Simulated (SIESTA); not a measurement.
Runs of SIESTA 5.4.2 on ZrN. Symmetry: Fm-3m, No. 225, cubic system. The conventional cell has a = 4.600 Å, b = 4.600 Å, c = 4.600 Å, α = 90.00°, β = 90.00°, γ = 90.00°. Zr (site symmetry m-3m) is surrounded by 6 N at 2.30 Å. N (site symmetry m-3m) is surrounded by 6 Zr at 2.30 Å. 

```csv
task,level,potentials or basis,spin,cell,k mesh,optimiser,force tolerance,stress tolerance (GPa),hamiltonian tolerance,density-matrix tolerance,grid cutoff,gap on the mesh (eV),pressure (GPa),relaxed volume (Å³/atom)
relaxation of cell and atoms,PBEsol,"PseudoDojo 0.4 standard (PBEsol files), DZP (energy shift 0.003 Ry; two zetas on semicore shells)",off,relaxed,8 × 8 × 8,Broyden,0.01 eV/Å,0.05,-,-,800 Ry,none,0.0,11.99
relaxation of cell and atoms,PBE,"PseudoDojo 0.4 standard (PBE files), DZP (energy shift 0.003 Ry; two zetas on semicore shells)",off,relaxed,8 × 8 × 8,Broyden,0.01 eV/Å,0.05,-,-,1200 Ry,none,0.0,(a)
band structure,PBE,"PseudoDojo 0.4 standard (PBE files), DZP (energy shift 0.003 Ry; two zetas on semicore shells)",off,as given,10 × 10 × 10,-,-,-,-,-,800 Ry,none,2.9,-
band structure,PBE,"PseudoDojo 0.4 standard (PBE files, fully relativistic), DZP (energy shift 0.003 Ry; two zetas on semicore shells)","non-collinear, zero start, SOC",as given,10 × 10 × 10,-,-,-,-,-,800 Ry,none,2.9,-
```

Alike in all rows: smearing fermi-dirac 0.05 eV; energy shift 0.003 Ry.

Estimate the missing entries.

(a) 12.32.

Caveats: the basis of atomic orbitals isn't converged, which shifts pressures, moduli and gaps.

A k mesh can miss the band edges, and rows without SOC leave out spin-orbit coupling on Zr.

A gap of «none» marks a metal or a gap under the smearing width.
